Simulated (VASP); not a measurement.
# Cu (Fm-3m) in VASP: a series of runs

The runs below take Cu through relaxation of cell and atoms, with PBE.

All numbers are computed with VASP 6.6.1; they aren't measurements. Logs are shortened: lines on timing, memory, paths and dates and some standing lists are left out, and cuts for length are marked.

**1. The structure**

It takes space group Fm-3m (No. 225, cubic). Conventional cell: a = 3.615 Å, b = 3.615 Å, c = 3.615 Å, α = 90.00°, β = 90.00°, γ = 90.00°. Cu (site symmetry m-3m) has 12 Cu at 2.56 Å as nearest neighbours.

**2. Relaxation of cell and atoms, PBE**

File INCAR:

```
PREC     = Accurate       # precision mode
ENCUT    = 520            # plane-wave cutoff, eV
EDIFF    = 1E-7           # SCF threshold, eV
ISMEAR   = 0              # smearing method
SIGMA    = 0.1            # smearing width, eV
LREAL    = F              # projectors in reciprocal space
LASPH    = T              # aspherical terms in the spheres
NELM     = 100            # most SCF steps
ALGO     = Normal         # electronic algorithm
ISIF     = 3              # what is computed and relaxed
LWAVE    = F              # write WAVECAR
LCHARG   = F              # write CHGCAR
GGA      = PE             # functional
IBRION   = 2              # ionic algorithm
NSW      = 80             # ionic steps
EDIFFG   = -0.002         # ionic threshold
```

File KPOINTS:

```
regular mesh
0
Gamma
  4 4 4
```

File POSCAR:

```
Cu
1.0
    0.0000000000      1.8075000000      1.8075000000
    1.8075000000      0.0000000000      1.8075000000
    1.8075000000      1.8075000000      0.0000000000
Cu
1
Direct
    0.0000000000      0.0000000000      0.0000000000
```

Potentials or basis: VASP PAW PBE potentials, release 64 (Cu).

The run is started by

```
$ cat potpaw_PBE.64/Cu/POTCAR > POTCAR
$ mpirun -np 1 vasp_std > vasp.out
```

OUTCAR:

```text
PREC = Accurate
   ENCUT = 520
   EDIFF = 1E-7
   ISMEAR = 0
   LREAL = F
   LASPH = T
   NELM = 100
   ISIF = 3
   GGA = PE
   IBRION = 2
   NSW = 80
   EDIFFG = -0.002

 ion  position               nearest neighbor table
   1  0.000  0.000  0.000-

  LATTYP: Found a face centered cubic cell.
 ALAT       =     3.6150000000

  Lattice vectors:

 A1 = (   0.0000000000,   1.8075000000,   1.8075000000)
 A2 = (   1.8075000000,   0.0000000000,   1.8075000000)
 A3 = (   1.8075000000,   1.8075000000,   0.0000000000)

Analysis of symmetry for initial positions (statically):
=====================================================================
 Subroutine PRICEL returns:
 Original cell was already a primitive cell.

 Routine SETGRP: Setting up the symmetry group for a
 face centered cubic supercell.

 Subroutine GETGRP returns: Found 48 space group operations
 (whereof 48 operations were pure point group operations)
 out of a pool of 48 trial point group operations.

The static configuration has the point symmetry O_h .

Analysis of symmetry for dynamics (positions and initial velocities):
=====================================================================
 Subroutine PRICEL returns:
 Original cell was already a primitive cell.

 Routine SETGRP: Setting up the symmetry group for a
 face centered cubic supercell.

 Subroutine GETGRP returns: Found 48 space group operations
 (whereof 48 operations were pure point group operations)
 out of a pool of 48 trial point group operations.

The dynamic configuration has the point symmetry O_h .

 Subroutine INISYM returns: Found 48 space group operations
 (whereof 48 operations are pure point group operations),
 and found     1 'primitive' translations

----------------------------------------------------------------------------------------

                                     Primitive cell

  volume of cell :      11.8104

  direct lattice vectors                    reciprocal lattice vectors
     0.000000000  1.807500000  1.807500000    -0.276625173  0.276625173  0.276625173
     1.807500000  0.000000000  1.807500000     0.276625173 -0.276625173  0.276625173
     1.807500000  1.807500000  0.000000000     0.276625173  0.276625173 -0.276625173

  length of vectors
     2.556191014  2.556191014  2.556191014     0.479128854  0.479128854  0.479128854

  position of ions in fractional coordinates (direct lattice)
     0.000000000  0.000000000  0.000000000

  ion indices of the primitive-cell ions
   primitive index   ion index
                 1           1

----------------------------------------------------------------------------------------

 KPOINTS: regular mesh

Automatic generation of k-mesh.
 Grid dimensions read from file:
 generate k-points for:    4    4    4

 Generating k-lattice:

  Cartesian coordinates                     Fractional coordinates (reciprocal lattice)
    -0.069156293  0.069156293  0.069156293     0.250000000  0.000000000  0.000000000
     0.069156293 -0.069156293  0.069156293     0.000000000  0.250000000  0.000000000
     0.069156293  0.069156293 -0.069156293     0.000000000  0.000000000  0.250000000

  Length of vectors
     0.119782214  0.119782214  0.119782214

  Shift w.r.t. Gamma in fractional coordinates (k-lattice)
     0.000000000  0.000000000  0.000000000

 Subroutine IBZKPT returns following result:
 ===========================================

 Found      8 irreducible k-points:

 Following reciprocal coordinates:
            Coordinates               Weight
  0.000000  0.000000  0.000000      1.000000
  0.250000  0.000000  0.000000      8.000000
  0.500000  0.000000  0.000000      4.000000
  0.250000  0.250000  0.000000      6.000000
  0.500000  0.250000  0.000000     24.000000
 -0.250000  0.250000  0.000000     12.000000
  0.500000  0.500000  0.000000      3.000000
 -0.250000  0.500000  0.250000      6.000000
   k-points           NKPTS =      8   k-points in BZ     NKDIM =      8   number of bands    NBANDS=      9
   number of dos      NEDOS =    301   number of ions     NIONS =      1
   total plane-waves  NPLWV =   8000
   dimension x,y,z NGX =    20 NGY =   20 NGZ =   20
   dimension x,y,z NGXF=    40 NGYF=   40 NGZF=   40
   ions per type =               1
   NGX,Y,Z   is equivalent  to a cutoff of  13.01, 13.01, 13.01 a.u.
   NGXF,Y,Z  is equivalent  to a cutoff of  26.01, 26.01, 26.01 a.u.
 SYSTEM =  unknown system
   PREC   = accura    normal or accurate (medium, high low for compatibility)
   ISTART =      0    job   : 0-new  1-cont  2-samecut
   ICHARG =      2    charge: 1-file 2-atom 10-const
   ISPIN  =      1    spin polarized calculation?
   LNONCOLLINEAR =      F non collinear calculations
   LSORBIT =      F    spin-orbit coupling
   LASPH  =      T    aspherical Exc in radial PAW
   ENCUT  =  520.0 eV  38.22 Ry    6.18 a.u.   4.75  4.75  4.75*2*pi/ulx,y,z
   NELM   =    100;   NELMIN=  2; NELMDL= -5     # of ELM steps
   EDIFF  = 0.1E-06   stopping-criterion for ELM
   LREAL  =      F    real-space projection
   EDIFFG = -.2E-02   stopping-criterion for IOM
   NSW    =     80    number of steps for IOM
   IBRION =      2    ionic relax: 0-MD 1-quasi-New 2-CG
   NFREE  =      1    steps in history (QN), initial steepest desc. (CG)
   ISIF   =      3    stress and relaxation
   ISYM   =      2    0-nonsym 1-usesym 2-fastsym
   POTIM  = 0.5000    time-step for ionic-motion
   TEBEG  =    0.0;   TEEND  =   0.0 temperature during run
   PSTRESS=    0.0 pullay stress
   NELECT =      11.0000    total number of electrons
   NUPDOWN=      -1.0000    fix difference up-down
   EMIN   =  10.00;   EMAX   =-10.00  energy-range for DOS
   EFERMI =   0.00;   METHOD = LEGACY
   ISMEAR =     0;   SIGMA  =   0.10  broadening in eV -4-tet -1-fermi 0-gaus
   EFERMI_NEDOS =   21; number of points for ismear=-14 and -15
   IALGO  =     38    algorithm
   IMIX   =      4    mixing-type and parameters
     AMIX     =   0.40;   BMIX     =  1.00
     AMIX_MAG =   1.60;   BMIX_MAG =  1.00
  volume/ion in A,a.u.               =      11.81        79.70
  Fermi-wavevector in a.u.,A,eV,Ry     =   1.598763  3.021224 34.777078  2.556043
  Thomas-Fermi vector in A             =   2.696162
   LORBIT       =      0    0 simple, 1 ext, 2 COOP (PROOUT), +10 PAW based schemes
   GGA     = PE    functional components
   LHFCALC =     F    Hartree Fock is set to
   AEXX    =    0.0000 exact exchange contribution
   IVDW    =     0    specifies the selected vdW correction
   LEPSILON=     F    determine dielectric tensor
   LRPA    =     F    only Hartree local field effects (RPA)
 conjugate gradient relaxation of ions
 non-spin polarized calculation
 Gauss-broadening in eV      SIGMA  =   0.10
  energy-cutoff  :      520.00
  volume of cell :       11.81
 maximum number of plane-waves:       332
 NGX is ok and might be reduce to    20
   NGX =  9   NGY =  9   NGZ =  9

--------------------------------------- Ionic step        1  -------------------------------------------

 number of electron      11.0000001 magnetization

 Free energy of the ion-electron system (eV)
  ---------------------------------------------------
  ext. energy  EPLUGINS =         0.00000000
  ---------------------------------------------------
  free energy    TOTEN  =        -3.56318376 eV

  energy without entropy =       -3.55845981  energy(sigma->0) =       -3.56082178

------------------------ aborting loop because EDIFF is reached ----------------------------------------

  FORCE on cell =-STRESS in cart. coord.  units (eV):
  Direction    XX          YY          ZZ          XY          YZ          ZX
  --------------------------------------------------------------------------------------
  -------------------------------------------------------------------------------------
  Total        0.2881022      0.2881022      0.2881022     -0.0000000      0.0000000     -0.0000000
  in kB       39.0833977     39.0833977     39.0833977     -0.0000000      0.0000000     -0.0000000
  external PRESSURE =      39.0833977 kB  Pullay stress =       0.0000000 kB

 VOLUME and BASIS-vectors are now :
 -----------------------------------------------------------------------------
  energy-cutoff  :      520.00
  volume of cell :       11.81
      direct lattice vectors                 reciprocal lattice vectors
     0.000000000  1.807500000  1.807500000    -0.276625173  0.276625173  0.276625173
     1.807500000  0.000000000  1.807500000     0.276625173 -0.276625173  0.276625173
     1.807500000  1.807500000  0.000000000     0.276625173  0.276625173 -0.276625173
[... 36 lines left out ...]
 POSITION                                       TOTAL-FORCE (eV/Angst)
 -----------------------------------------------------------------------------------
      3.66524      3.66524      3.66524        -0.000000     -0.000000      0.000000
 -----------------------------------------------------------------------------------
    total drift:                                0.000000      0.000000      0.000000

  FREE ENERGIE OF THE ION-ELECTRON SYSTEM (eV)
  ---------------------------------------------------
  free  energy   TOTEN  =        -3.5656165461 eV

  energy  without entropy=       -3.5608925966  energy(sigma->0) =       -3.56325457

--------------------------------------- Ionic step        3  -------------------------------------------

 number of electron      10.9999993 magnetization

 Free energy of the ion-electron system (eV)
  ---------------------------------------------------
  ext. energy  EPLUGINS =         0.00000000
  ---------------------------------------------------
  free energy    TOTEN  =        -3.56686166 eV

  energy without entropy =       -3.56213771  energy(sigma->0) =       -3.56449969

 E-fermi :   8.0450     XC(G=0): -12.5817

 val. band max:        6.9199355511   @ k =  -0.2500   0.2500   0.0000
 cond. band min:       8.1674362574   @ k =   0.5000   0.2500   0.0000
 fundamental gap:      1.2475007063
 Fermi energy:         8.0449890936

 k-point     1 :       0.0000    0.0000    0.0000
  band No.  band energies     occupation
      1      -1.8900      2.00000
      2       4.2883      2.00000
      3       4.2883      2.00000
      4       4.2883      2.00000
      5       5.0770      2.00000
      6       5.0770      2.00000
      7      29.6546      0.00000
      8      32.0943      0.00000
      9      32.0943      0.00000

 k-point     2 :       0.2500    0.0000    0.0000
  band No.  band energies     occupation
      1       0.1956      2.00000
      2       4.0513      2.00000
      3       4.4385      2.00000
      4       4.4385      2.00000
      5       5.1568      2.00000
      6       5.1568      2.00000
      7      19.4902      0.00000
      8      29.5029      0.00000
      9      29.6864      0.00000
[... 92 lines left out ...]
 POSITION                                       TOTAL-FORCE (eV/Angst)
 -----------------------------------------------------------------------------------
      0.00000      0.00000      0.00000        -0.000000     -0.000000     -0.000000
 -----------------------------------------------------------------------------------
    total drift:                                0.000000     -0.000000      0.000000

  FREE ENERGIE OF THE ION-ELECTRON SYSTEM (eV)
  ---------------------------------------------------
  free  energy   TOTEN  =        -3.5668616604 eV

  energy  without entropy=       -3.5621377110  energy(sigma->0) =       -3.56449969

 reached required accuracy - stopping structural energy minimisation
```

Wall time 3 s (1 thread of Intel Xeon 6975P-C (Granite Rapids), shared host); peak memory 0.12 GiB.

Results:

* Free energy: -3.5669 eV
* Relaxed volume: 12.12 Å³/atom
* Relaxed cell: a = 2.578 Å, b = 2.578 Å, c = 2.578 Å, α = 60.00°, β = 60.00°, γ = 60.00°
* Space group after relaxing (to 0.05 Å): Fm-3m (No. 225)
* Energy gained by relaxing: 3.7 meV/atom
* Ionic steps: 3
* Pressure after relaxing: 0.0 GPa
* Band gap on the k mesh: none (metal or under the smearing width)

The path:
```
step  energy change (eV)  largest force (eV/Å)  pressure (GPa)  volume (Å³)
   1              0.0000                0.0000            3.91        11.81
   2             -0.0024                0.0000           -2.07        12.31
   3             -0.0037                0.0000            0.02        12.12
```

Final structure:
```
Cu
1.0
     0.00000    1.82320    1.82320
     1.82320    0.00000    1.82320
     1.82320    1.82320    0.00000
Cu
1
Direct
  0.00000 0.00000 0.00000
```

Caveat: the k mesh is coarse (spacing up to 0.75 Å⁻¹), so the values aren't converged.

**3. Relaxation of cell and atoms, PBE**

This run uses another cell than the first one, of 12.12 Å³/atom, 1.026 times its volume.

INCAR is that of step 2.

KPOINTS is that of step 2.

File POSCAR:

```
Cu                                      
1.0
   -0.0000000000      1.8231988735      1.8231988735
    1.8231988735      0.0000000000      1.8231988735
    1.8231988735      1.8231988735      0.0000000000
  Cu            
     1
Direct
     0.0000000000000000    0.0000000000000000    0.0000000000000000
```

Potentials or basis: VASP PAW PBE potentials, release 64 (Cu).

The run is started by

```
$ cat potpaw_PBE.64/Cu/POTCAR > POTCAR
$ mpirun -np 1 vasp_std > vasp.out
```

It took 2.5 s on 1 thread of Intel Xeon 6975P-C (Granite Rapids), shared host; peak memory 0.12 GiB.

It converged, with:

```
Free energy                            : -3.5672 eV
Relaxed volume                         : 12.13 Å³/atom
Relaxed cell                           : a = 2.579 Å, b = 2.579 Å, c = 2.579 Å, α = 60.00°, β = 60.00°, γ = 60.00°
Space group after relaxing (to 0.05 Å) : Fm-3m (No. 225)
Energy gained by relaxing              : 0.0 meV/atom
Ionic steps                            : 3
Pressure after relaxing                : 0.0 GPa
Band gap on the k mesh                 : none (metal or under the smearing width)
```

Final structure:
```
Cu
1.0
     0.00000    1.82343    1.82343
     1.82343    0.00000    1.82343
     1.82343    1.82343    0.00000
Cu
1
Direct
  0.00000 0.00000 0.00000
```

Levels at points of the mesh, in eV from the Fermi level:
```csv
k point,band 4,band 5,band 6,band 7,band 8,band 9
"(0.00, 0.00, 0.00)",-3.76,-2.97,-2.97,21.61,24.04,24.04
"(0.50, 0.00, 0.00)",-2.42,-2.42,-1.70,2.83,20.11,20.88
"(0.50, 0.50, 0.00)",-2.29,-2.29,0.74,6.14,12.10,12.10
```

Caveat: the k mesh is coarse (spacing up to 0.75 Å⁻¹), so the values aren't converged.
